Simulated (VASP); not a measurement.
# KTaO3 (Pm-3m) in VASP: notebook, part 2 of 2

VASP 6.6.1. Earlier steps stand in the parts before.

## Step 3: Equation of state, PBE, 12.55 Å³/atom (a relaxed cell with its volume scaled by 0.96)

File INCAR:

```
PREC = Accurate ; ENCUT = 520
EDIFF = 1E-7 ; ISMEAR = 0
SIGMA = 0.02 ; LREAL = F
LASPH = T ; NELM = 80
ALGO = Normal ; ISIF = 2
LWAVE = F ; LCHARG = F
GGA = PE ; KPAR = 2
```

File KPOINTS:

```
Automatic mesh
0
Gamma
  6 6 6
```

File POSCAR:

```
KTaO3                                   
1.0
    3.9733888610      0.0000000000      0.0000000000
   -0.0000000000      3.9733888610      0.0000000000
   -0.0000000000     -0.0000000000      3.9733888610
  Ta              K               O             
     1     1     3
Direct
     0.0000000000000000    0.0000000000000000    0.0000000000000000
     0.5000000000000000    0.5000000000000000    0.5000000000000000
     0.0000000000000000    0.0000000000000000    0.5000000000000000
     0.0000000000000000    0.5000000000000000    0.0000000000000000
     0.5000000000000000    0.0000000000000000    0.0000000000000000
```

Potentials or basis: VASP PAW PBE potentials, release 64 (Ta_pv, K_sv, O).

Run with:

```bash
$ cat potpaw_PBE.64/Ta_pv/POTCAR potpaw_PBE.64/K_sv/POTCAR potpaw_PBE.64/O/POTCAR > POTCAR
$ mpirun -np 2 vasp_std > vasp.out
```

OUTCAR:

```text
PREC = Accurate
   ENCUT = 520
   EDIFF = 1E-7
   ISMEAR = 0
   LREAL = F
   LASPH = T
   NELM = 80
   ISIF = 2
   GGA = PE

 ion  position               nearest neighbor table
   1  0.000  0.000  0.000-   3 1.99   4 1.99   5 1.99   3 1.99   4 1.99   5 1.99   2 3.44   2 3.44
                             2 3.44   2 3.44   2 3.44   2 3.44   2 3.44   2 3.44
   2  0.500  0.500  0.500-   3 2.81   4 2.81   5 2.81   4 2.81   5 2.81   3 2.81   5 2.81   5 2.81
                             3 2.81   4 2.81   4 2.81   3 2.81   1 3.44   1 3.44   1 3.44   1 3.44
[... 722 lines left out ...]
  -------------------------------------------------------------------------------------
  Total        3.3540074      3.3540074      3.3540074     -0.0000000     -0.0000000      0.0000000
  in kB       85.6626283     85.6626283     85.6626283     -0.0000000     -0.0000000      0.0000000
  external PRESSURE =      85.6626283 kB  Pullay stress =       0.0000000 kB

 VOLUME and BASIS-vectors are now :
 -----------------------------------------------------------------------------
  energy-cutoff  :      520.00
  volume of cell :       62.73
      direct lattice vectors                 reciprocal lattice vectors
     3.973388861  0.000000000  0.000000000     0.251674335  0.000000000  0.000000000
     0.000000000  3.973388861  0.000000000     0.000000000  0.251674335  0.000000000
     0.000000000  0.000000000  3.973388861     0.000000000  0.000000000  0.251674335

 POSITION                                       TOTAL-FORCE (eV/Angst)
 -----------------------------------------------------------------------------------
      0.00000      0.00000      0.00000         0.000000      0.000000      0.000000
      1.98669      1.98669      1.98669         0.000000      0.000000      0.000000
      0.00000      0.00000      1.98669         0.000000      0.000000      0.000000
      0.00000      1.98669      0.00000         0.000000      0.000000      0.000000
      1.98669      0.00000      0.00000         0.000000      0.000000      0.000000
 -----------------------------------------------------------------------------------
    total drift:                                0.000000     -0.000000      0.000000

  FREE ENERGIE OF THE ION-ELECTRON SYSTEM (eV)
  ---------------------------------------------------
  free  energy   TOTEN  =       -40.9956828692 eV

  energy  without entropy=      -40.9956828692  energy(sigma->0) =      -40.99568287
```

OSZICAR:

```text
N       E                     dE             d eps       ncg     rms          rms(c)
DAV:   1     0.334195096412E+03    0.33420E+03   -0.21583E+04   920   0.167E+03
DAV:   2    -0.305377683424E+02   -0.36473E+03   -0.35791E+03  1119   0.456E+02
DAV:   3    -0.486559488045E+02   -0.18118E+02   -0.18073E+02  1238   0.101E+02
DAV:   4    -0.495126343068E+02   -0.85669E+00   -0.85618E+00  1595   0.134E+01
DAV:   5    -0.495184116487E+02   -0.57773E-02   -0.57773E-02  1207   0.962E-01    0.348E+01
DAV:   6    -0.411687785940E+02    0.83496E+01   -0.42839E+01  1117   0.467E+01    0.140E+01
DAV:   7    -0.410481879326E+02    0.12059E+00   -0.20997E+00  1234   0.999E+00    0.906E+00
DAV:   8    -0.410046146196E+02    0.43573E-01   -0.36892E-01  1177   0.529E+00    0.163E+00
DAV:   9    -0.409961306638E+02    0.84840E-02   -0.32398E-02  1232   0.130E+00    0.235E-01
DAV:  10    -0.409956215001E+02    0.50916E-03   -0.80003E-03  1249   0.690E-01    0.476E-02
DAV:  11    -0.409956512548E+02   -0.29755E-04   -0.44781E-04  1303   0.175E-01    0.364E-02
DAV:  12    -0.409956822938E+02   -0.31039E-04   -0.53105E-05  1325   0.565E-02    0.904E-03
DAV:  13    -0.409956830185E+02   -0.72463E-06   -0.65864E-06  1208   0.164E-02    0.534E-03
DAV:  14    -0.409956829008E+02    0.11769E-06   -0.41888E-07  1154   0.533E-03    0.785E-04
DAV:  15    -0.409956828692E+02    0.31536E-07   -0.76767E-08   775   0.241E-03
   1 F= -.40995683E+02 E0= -.40995683E+02  d E =-.831913E-46
```

stdout:

```text
POSCAR found type information on POSCAR TaK O
 POSCAR found :  3 types and       5 ions
 scaLAPACK will be used
 LDA part: xc-table for (Slater+PW92), standard interpolation
 POSCAR, INCAR and KPOINTS ok, starting setup
 FFT: planning ... GRIDC
 FFT: planning ... GRID_SOFT
 FFT: planning ... GRID
 WAVECAR not read
 entering main loop
```

It took 35 s on 2 MPI ranks of Intel Xeon Platinum 8375C at 2.90GHz (Ice Lake), shared host; peak memory 0.18 GiB.

What came out:

* Free energy: -40.9957 eV
* Pressure: 8.6 GPa
* Band gap on the k mesh: 2.20 eV, indirect (least direct gap 2.82 eV)

Caveat: spin-orbit coupling is left out, which moves the levels of the heavy elements.

## Step 4: Equation of state, PBE, 12.81 Å³/atom (a relaxed cell with its volume scaled by 0.98)

INCAR is that of step 3.

KPOINTS is that of step 3.

POSCAR, as its differences from that of step 3:

```diff
@@ -2,5 +2,5 @@
 1.0
-    3.9733888610      0.0000000000      0.0000000000
-   -0.0000000000      3.9733888610      0.0000000000
-   -0.0000000000     -0.0000000000      3.9733888610
+    4.0007924088      0.0000000000      0.0000000000
+   -0.0000000000      4.0007924088      0.0000000000
+   -0.0000000000     -0.0000000000      4.0007924088
   Ta              K               O
```

Run with:

```bash
$ cat potpaw_PBE.64/Ta_pv/POTCAR potpaw_PBE.64/K_sv/POTCAR potpaw_PBE.64/O/POTCAR > POTCAR
$ mpirun -np 2 vasp_std > vasp.out
```

Run time: 24 s. Hardware: 2 MPI ranks of Intel Xeon Platinum 8375C at 2.90GHz (Ice Lake), shared host; peak memory 0.17 GiB.

The run converged. Its results:

```yaml
Free_energy: -41.0486 eV
Pressure: 4.1 GPa
Band_gap_on_the_k_mesh: 2.15 eV, indirect (least direct gap 2.78 eV)
```

Caveat: spin-orbit coupling is left out, which moves the levels of the heavy elements.

## Step 5: Equation of state, PBE, 13.07 Å³/atom

INCAR is that of step 4.

KPOINTS is that of step 4.

POSCAR, as its differences from that of step 4:

```diff
@@ -2,5 +2,5 @@
 1.0
-    4.0007924088      0.0000000000      0.0000000000
-   -0.0000000000      4.0007924088      0.0000000000
-   -0.0000000000     -0.0000000000      4.0007924088
+    4.0278256099      0.0000000000      0.0000000000
+   -0.0000000000      4.0278256099      0.0000000000
+   -0.0000000000     -0.0000000000      4.0278256099
   Ta              K               O
```

Run with:

```bash
$ cat potpaw_PBE.64/Ta_pv/POTCAR potpaw_PBE.64/K_sv/POTCAR potpaw_PBE.64/O/POTCAR > POTCAR
$ mpirun -np 2 vasp_std > vasp.out
```

Wall time 28 s (2 MPI ranks of Intel Xeon Platinum 8375C at 2.90GHz (Ice Lake), shared host); peak memory 0.18 GiB.

The run converged. Its results:

```yaml
Free_energy: -41.0670 eV
Pressure: 0.1 GPa
Band_gap_on_the_k_mesh: 2.11 eV, indirect (least direct gap 2.74 eV)
```

Caveat: spin-orbit coupling is left out, which moves the levels of the heavy elements.

## Step 6: Equation of state, PBE, 13.33 Å³/atom (a relaxed cell with its volume scaled by 1.02)

INCAR is that of step 5.

KPOINTS is that of step 5.

POSCAR, as its differences from that of step 5:

```diff
@@ -2,5 +2,5 @@
 1.0
-    4.0278256099      0.0000000000      0.0000000000
-   -0.0000000000      4.0278256099      0.0000000000
-   -0.0000000000     -0.0000000000      4.0278256099
+    4.0545007291      0.0000000000      0.0000000000
+   -0.0000000000      4.0545007291      0.0000000000
+   -0.0000000000     -0.0000000000      4.0545007291
   Ta              K               O
```

Potentials or basis: VASP PAW PBE potentials, release 64 (Ta_pv, K_sv, O).

Run with:

```bash
$ cat potpaw_PBE.64/Ta_pv/POTCAR potpaw_PBE.64/K_sv/POTCAR potpaw_PBE.64/O/POTCAR > POTCAR
$ mpirun -np 2 vasp_std > vasp.out
```

Run time: 25 s. Hardware: 2 MPI ranks of Intel Xeon Platinum 8375C at 2.90GHz (Ice Lake), shared host; peak memory 0.17 GiB.

It converged, with:

| Item | Value |
| --- | --- |
| Free energy | -41.0544 eV |
| Pressure | -3.5 GPa |
| Band gap on the k mesh | 2.06 eV, indirect (least direct gap 2.70 eV) |

Caveat: spin-orbit coupling is left out, which moves the levels of the heavy elements.

## Step 7: Equation of state, PBE, 13.59 Å³/atom (a relaxed cell with its volume scaled by 1.04)

INCAR is that of step 6.

KPOINTS is that of step 6.

POSCAR, as its differences from that of step 6:

```diff
@@ -2,5 +2,5 @@
 1.0
-    4.0545007291      0.0000000000      0.0000000000
-   -0.0000000000      4.0545007291      0.0000000000
-   -0.0000000000     -0.0000000000      4.0545007291
+    4.0808293936      0.0000000000      0.0000000000
+   -0.0000000000      4.0808293936      0.0000000000
+   -0.0000000000     -0.0000000000      4.0808293936
   Ta              K               O
```

Run with:

```bash
$ cat potpaw_PBE.64/Ta_pv/POTCAR potpaw_PBE.64/K_sv/POTCAR potpaw_PBE.64/O/POTCAR > POTCAR
$ mpirun -np 2 vasp_std > vasp.out
```

Run time: 31 s. Hardware: 2 MPI ranks of Intel Xeon Platinum 8375C at 2.90GHz (Ice Lake), shared host; peak memory 0.17 GiB.

Results (log left out):

```
Free energy            : -41.0142 eV
Pressure               : -6.7 GPa
Band gap on the k mesh : 2.02 eV, indirect (least direct gap 2.66 eV)
```

Caveat: spin-orbit coupling is left out, which moves the levels of the heavy elements.

## Step 8: Equation of state, PBE

This run uses another cell than the first one, of 13.07 Å³/atom, 1.030 times its volume.

Potentials or basis: VASP PAW PBE potentials, release 64 (Ta_pv, K_sv, O).

No new run: the results of the series are fitted here.

Results:

```yaml
Equilibrium_volume: 13.09 Å³/atom
Bulk_modulus: 188 GPa
Pressure_derivative_of_the_bulk_modulus: "4.6 (rough: it moves with the points fitted)"
```

Energy against volume, from the lowest point:
```
volume (Å³/atom)  energy (meV/atom)
          12.546              14.26
          12.808               3.68
          13.069               0.00
          13.330               2.51
          13.592              10.56
```

Spin-orbit coupling is left out, which matters for the levels of Ta.

## Step 9: For comparison

An earlier run on the cell as given: functional PBEsol; potentials or basis VASP PAW PBE potentials, release 64 (Ta_pv, K_sv, O); cutoff 520 eV; k mesh 7 × 7 × 7; occupations fermi-dirac, width 0.05 eV; no spin polarisation.

* Pressure: 0.3 GPa
* Band gap on the k mesh: 2.14 eV, indirect (least direct gap 2.71 eV)

## Step 10: Summary

| task | level | cell | k mesh | smearing | ladder | gap on the mesh (eV) | pressure (GPa) |
| --- | --- | --- | --- | --- | --- | --- | --- |
| band structure | PBEsol | Pm-3m, 12.69 Å³/atom | 8 × 8 × 8 | gaussian 0.02 eV | free | 2.08 | 0.3 |
| equation of state | PBE | Pm-3m, 13.07 Å³/atom | 6 × 6 × 6 | gaussian 0.02 eV | gaps | - | - |
| single point | PBEsol | Pm-3m, 12.69 Å³/atom | 7 × 7 × 7 | fermi-dirac 0.05 eV | free | 2.14 | 0.3 |

Alike in all rows: potentials or basis VASP PAW PBE potentials, release 64 (Ta_pv, K_sv, O); no spin polarisation; cutoff (eV) 520.

Caveats: the PAW data sets were made with another functional, which shifts forces and pressure a little (some runs); spin-orbit coupling is left out, which moves the levels of the heavy elements (some runs); an odd mesh through Γ misses points on the zone boundary, where band edges often lie (some runs).

Total energies depend on the potentials used, so only differences within one code and one set of settings carry meaning.
